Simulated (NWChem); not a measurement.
CdSe in NWChem: the effect of functional

CdSe:

```
Cd Se
1.0
     0.00000    3.07027    3.07027
     3.07027    0.00000    3.07027
     3.07027    3.07027    0.00000
Cd Se
1 1
Cartesian
  0.0429 -0.0129 0.0083
  1.4944 1.5438 1.5878
```

The cell comes from a database or a generator and needn't be the stable form of this composition.

The cell isn't the ideal one: atoms moved at random, drawn with an rms of 0.05 Å.

Alike in all runs:

```yaml
Program: NWChem 7.3.0
Task: single point
Potentials_or_basis: NWChem's default library (pspw_default)
Cutoff: 1088 eV
Density_cutoff: 2177 eV
k_mesh: 3 × 3 × 3
Occupations: fermi-dirac, width 0.05 eV
Spin: no spin polarisation
```

| functional | pressure (GPa) | largest force (eV/Å) |
| --- | --- | --- |
| LDA | -1.8 | 0.45 |
| PBE | ? | ? |
| BLYP | 5.8 | 0.52 |
| revPBE | 4.8 | 0.52 |
| PBEsol | 0.4 | 0.48 |
| BEEF | 9.6 | 0.53 |
| XBEEF-CPBE | 8.6 | 0.53 |

Problem. What does the run with functional PBE give?

Solution. Pressure 3.1 GPa; largest force 0.51 eV/Å.

Caveats: all runs use coarse meshes; potentials of this library can shift pressures by several GPa and gaps by up to half an eV, enough to turn an indirect gap into a direct one; the program made these potentials with LDA, not with the functional of the run (some runs).
